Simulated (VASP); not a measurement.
Write the native input for VASP 6.6.1 that does the following.

```
Task                   : relaxation of cell and atoms
Functional             : PBE
Potentials or basis    : VASP PAW PBE potentials, release 64 (Si)
Cutoff                 : 600 eV
k mesh                 : 6 × 4 × 6
Occupations            : gaussian, width 0.1 eV
Spin                   : no spin polarisation
Dipole correction      : no
Further INCAR settings : ALGO = Fast; EDIFF = 1e-07; IBRION = 2; EDIFFG = -0.04; NSW = 90; ISIF = 3
```

The structure of Si lies in POSCAR:

```
Si
1.0
    3.1953865783      0.0000000000      0.0000000000
   -0.6765297001      4.1587317710      0.0000000000
   -1.5348148622      0.0873670161      3.5918974362
Si
2
Direct
    0.5418910664      0.2845004367      0.8854345141
    0.6526724112      0.4824935856      0.2158322837
```

The cell was built by a generator and needn't be a form met in nature.

The cell isn't the ideal one: random cell without symmetry.

These files were run (other wordings do the same):

INCAR

```
  ALGO = Fast
  EDIFF = 1E-7
  EDIFFG = -0.04
  ENCUT = 600
  GGA = PE
  IBRION = 2
  ISIF = 3
  ISMEAR = 0
  LASPH = True
  LCHARG = False
  LREAL = False
  LWAVE = False
  NELM = 100
  NSW = 90
  PREC = Accurate
  SIGMA = 0.1
```

KPOINTS

```
k-points
0
Gamma
  6 4 6
```

Potentials or basis: VASP PAW PBE potentials, release 64 (Si).

Launch:

```console
$ cat potpaw_PBE.64/Si/POTCAR > POTCAR
$ mpirun -np 1 vasp_std > vasp.out
```

It gave:

```yaml
Relaxed_volume: 15.22 Å³/atom
Relaxed_cell: a = 2.583 Å, b = 3.615 Å, c = 3.468 Å, α = 88.53°, β = 109.61°, γ = 86.99°
Space_group_after_relaxing_to_0.05_Å: P-1 (No. 2)
Energy_gained_by_relaxing: 6047.9 meV/atom
Ionic_steps: 54
Pressure_after_relaxing: 0.0 GPa
Largest_force_after_relaxing: 0.038 eV/Å
Band_gap_on_the_k_mesh: none (metal or under the smearing width)
```

Caveat: the k mesh is coarse (spacing up to 0.38 Å⁻¹), so the values aren't converged; the volume moved by over 15 % at a fixed basis, so the end points are rough.

Wall time 9.7 min on 1 thread of Intel(R) Xeon(R) Platinum 8488C (Sapphire Rapids) (shared host), peak memory 0.2 GiB.
